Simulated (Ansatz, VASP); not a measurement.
# InP: VASP beside Ansatz, part 2 of 2

One calculation is typed for both programs; each brings its own data sets. How far apart do they land? The structure shown is the end of the Ansatz relaxation below.

VASP 6.6.1 and Ansatz 0.2.0.

So far. Step 3 (VASP: single point, r2SCAN, pair 1): The run ends at a pressure of 0.45 GPa.

## Step 6: VASP: single point, r2SCAN, pair 2

Level of this step: r2SCAN; plane waves and PAW (P, In_d) (VASP).

The same cell, functional, mesh and smearing now go to VASP, with its own data sets.

INCAR reads:

```
SYSTEM = InP
PREC = Accurate
ENCUT = 550
EDIFF = 1E-06
NELM = 120
ISMEAR = 0
SIGMA = 0.02
LREAL = .FALSE.
ALGO = Normal
METAGGA = R2SCAN
LASPH = .TRUE.
NBANDS = 15
LORBIT = 11
LWAVE = .FALSE.
LCHARG = .FALSE.
ISIF = 2
GGA_COMPAT = .FALSE.
EFERMI = MIDGAP
LMIXTAU = .TRUE.
KPAR = 2
```

POSCAR reads:

```
InP
1.0
    0.0000000000      2.9644175351      2.9241335787
    2.9644175351      0.0000000000      2.9241335787
    2.9644175351      2.9644175351      0.0000000000
P In
1 1
Direct
    0.7500000000      0.7500000000      0.7500000000
    0.0000000000      0.0000000000      0.0000000000
```

KPOINTS reads:

```
Automatic mesh
0
Gamma
12 12 12
0 0 0
```

PAW data sets: P and In_d (PBE family, release 64).

Launch:

```
$ mpirun -np 2 vasp_std
```

Numbers of over 12 decimals in the logs are rounded to 6 here.

Log:

```text
[banner, memory and clock lines left out]
running    2 mpi-ranks, on    1 nodes
[...]
[... a notice as in an earlier step ...]

 LDA part: xc-table for (None), standard interpolation
 POSCAR, INCAR and KPOINTS ok, starting setup
[...]
entering main loop
       N       E                     dE             d eps       ncg     rms          rms(c)
DAV:   1     0.920054444543E+02    0.92005E+02   -0.89142E+03  4904   0.142E+03
DAV:   2    -0.277222265504E+02   -0.11973E+03   -0.11511E+03  5387   0.325E+02
DAV:   3    -0.356688914811E+02   -0.79467E+01   -0.79020E+01  6269   0.834E+01
DAV:   4    -0.358957384621E+02   -0.22685E+00   -0.22675E+00  6543   0.149E+01
[...]
DAV:  18    -0.322983337706E+02   -0.24701E-05   -0.33664E-06  5198   0.231E-02    0.304E-03
DAV:  19    -0.322983357346E+02   -0.19641E-05   -0.21553E-06  5069   0.149E-02    0.918E-03
DAV:  20    -0.322983359553E+02   -0.22067E-06   -0.23976E-07  3306   0.584E-03
   1 F= -.32298336E+02 E0= -.32298336E+02  d E =0.000000E+00
```

OUTCAR, selected parts (step 6):

```text
  Total       -0.0443629     -0.0443629      0.1468572      0.0000000      0.0000000      0.0000000
  in kB       -1.3830075     -1.3830075      4.5782526      0.0000000      0.0000000      0.0000000
  external PRESSURE =       0.6040792 kB  Pullay stress =       0.0000000 kB

 POSITION                                       TOTAL-FORCE (eV/Angst)
 -----------------------------------------------------------------------------------
      4.44663      4.44663      4.38620        -0.000000     -0.000000      0.000000
      0.00000      0.00000      0.00000         0.000000      0.000000      0.000000
 -----------------------------------------------------------------------------------
    total drift:                                0.000000      0.000000      0.000000

  FREE ENERGIE OF THE ION-ELECTRON SYSTEM (eV)
  ---------------------------------------------------
  free  energy   TOTEN  =       -32.2983359553 eV

  energy  without entropy=      -32.2983359553  energy(sigma->0) =      -32.29833596

[... 1 part as in an earlier step ...]

[... 2 further parts left out ...]
[key lines of the parts left out:]
E-fermi :   5.3289
```

The run ends at a pressure of 0.06 GPa.

## Step 7: Comparison

The two programs side by side:

```
              quantity  Ansatz   VASP  difference
        pressure (GPa)    0.20   0.06       +0.14
gap on the k mesh (eV)   0.995  1.003      -0.008
```

A gap on the mesh is an upper bound, since the band edges may lie between its points.

## Step 8: Ansatz: relaxation, r2SCAN

This run makes the geometry at which the two programs are then compared. The cell compared in this pair holds 51.25 Å³, against 51.39 Å³ for the pair before.

The structure compared here is the end of the Ansatz relaxation.

input.yaml reads:

```yaml
crystal:
  lattice:
    - [0.0, 2.9644175351, 2.8945968759]
    - [2.9644175351, 0.0, 2.8945968759]
    - [2.9644175351, 2.9644175351, 0.0]
  atoms:
    - { symbol: P, position: [0.75, 0.75, 0.75] }
    - { symbol: In, position: [0.0, 0.0, 0.0] }
  conventional_axes: [[-1, 1, 1], [1, -1, 1], [1, 1, -1]]
kpoints:
  mp_grid: { grid: [12, 12, 12] }
hamiltonian:
  xc: r2scan
  pseudopotentials: { kind: paw, azcp: { folder: soft_1 } }
scf:
  occupations: { method: gaussian, width: 0.02 }
output:
  forces: true
  stress: true
  eigenvalues: true
relax:
  adjacent_minimum: "off"
  f_tol: 0.001
  max_steps: 60
  cell: { stress_tol: 0.01, fix: [c, angles] }
```

Launch:

```
$ ansatz run input.yaml --threads 4 --pin off --max-ram 10240MiB --backend cpu --events-out ev --progress --plain --runs-dir out
```

Log:

```text
[...]
Crystal: 2 atoms, lattice volume = 50.874 Å³
Basis set: ecut = 500 eV, 1307 PW (Γ), exchange–correlation on 128×128×128 points (64 copies of the dense FFT grid, shifted against one another)
Bands: 13, of which v1, the nominal top of the filled ones, is band 9 counted from 1 (8 counted from 0)
Symmetry: 8 space group operations
[...]
k-point 162: bands = [... 5 lower, -2.7848, 0.9452, 4.1727, 4.1727, 8.5594, 8.9892, 16.5626, 16.7655]
--- Relaxed structure (3 steps of the walk, 3 accepted, 1 SCFs on fresh bases) ---
[...]
cell:  # Å, volume = 51.2455 Å³
    - [0, 2.975219, 2.8945968759]
    - [2.975219, 0, 2.8945968759]
    - [2.975219, 2.975219, 0]
  atoms:
    - { symbol: P, position: [0.750000, 0.750000, 0.750000] }
    - { symbol: In, position: [0, 0, 0] }
[key lines of the parts left out:]
SCF converged after 7 iterations
Free energy (F): -6371.798258 eV
Fermi energy:    7.193073 eV
P = ⅓ Tr σ = 0.3826 GPa (3.826 kbar)
```

## Step 9: VASP: single point, r2SCAN, pair 3

The same cell, functional, mesh and smearing now go to VASP, with its own data sets.

INCAR is that of step 6.

POSCAR reads:

```
InP
1.0
    0.0000000000      2.9752191576      2.8945968759
    2.9752191576      0.0000000000      2.8945968759
    2.9752191576      2.9752191576      0.0000000000
P In
1 1
Direct
    0.7500000000      0.7500000000      0.7500000000
    0.0000000000      0.0000000000      0.0000000000
```

KPOINTS is that of step 6.

Launch:

```
$ mpirun -np 2 vasp_std
```

Log:

```text
[... set-up lines as in an earlier step ...]
 entering main loop
       N       E                     dE             d eps       ncg     rms          rms(c)
DAV:   1     0.923926067911E+02    0.92393E+02   -0.89316E+03  4904   0.140E+03
DAV:   2    -0.276205796013E+02   -0.12001E+03   -0.11532E+03  5359   0.328E+02
DAV:   3    -0.356676890492E+02   -0.80471E+01   -0.80041E+01  6360   0.838E+01
DAV:   4    -0.358923365456E+02   -0.22465E+00   -0.22455E+00  6434   0.148E+01
[...]
DAV:  15    -0.322955296245E+02   -0.45497E-03   -0.23689E-04  4995   0.188E-01    0.181E-02
DAV:  16    -0.322955449777E+02   -0.15353E-04   -0.15773E-05  6164   0.401E-02    0.143E-02
DAV:  17    -0.322955459345E+02   -0.95683E-06   -0.66774E-07  4903   0.771E-03
   1 F= -.32295546E+02 E0= -.32295546E+02  d E =0.000000E+00
```

OUTCAR, selected parts (step 9):

```text
  Total       -0.0373645     -0.0373645      0.3341908      0.0000000     -0.0000000      0.0000000
  in kB       -1.1681921     -1.1681921     10.4483817      0.0000000     -0.0000000      0.0000000
  external PRESSURE =       2.7039991 kB  Pullay stress =       0.0000000 kB

 POSITION                                       TOTAL-FORCE (eV/Angst)
 -----------------------------------------------------------------------------------
      4.46283      4.46283      4.34190         0.000000      0.000000     -0.000000
      0.00000      0.00000      0.00000        -0.000000     -0.000000      0.000000
 -----------------------------------------------------------------------------------
    total drift:                                0.000000      0.000000      0.000001

  FREE ENERGIE OF THE ION-ELECTRON SYSTEM (eV)
  ---------------------------------------------------
  free  energy   TOTEN  =       -32.2955459345 eV

  energy  without entropy=      -32.2955459345  energy(sigma->0) =      -32.29554593

[... 1 part as in an earlier step ...]

[... 2 further parts left out ...]
[key lines of the parts left out:]
E-fermi :   5.3883
```

The run ends at a pressure of 0.27 GPa.

## Step 10: Comparison

The two programs side by side:

```
              quantity  Ansatz   VASP  difference
        pressure (GPa)    0.38   0.27       +0.11
gap on the k mesh (eV)   0.968  0.976      -0.008
```

A gap on the mesh is an upper bound, since the band edges may lie between its points.

## Step 11: What came out

- difference in gap on the k mesh (single point, r2SCAN, pair 1): -0.0076 eV
- difference in gap on the k mesh (single point, r2SCAN, pair 2): -0.0079 eV
- difference in gap on the k mesh (single point, r2SCAN, pair 3): -0.0077 eV

**Reading.** The difference in gap on the k mesh is -0.0079 eV (single point, r2SCAN, pair 2), within the 0.08 eV picked in this series as the mark of a large difference. 2 further runs of this series are not shown here. How closely two codes agree says nothing of how well the functional describes the real material.

[Lines on the potential files, build, host, timing and source positions are cut from VASP's logs without a mark.]

[Logs are printed without paths, hosts, clocks, repeated set-up lines and the standing remarks that a program may print on its own settings, such as how far it seeks lower states.]

[Hosts, paths, dates, database ids (printed as entryN), source tags and the programs' standing remarks are cut or masked in the printed files.]
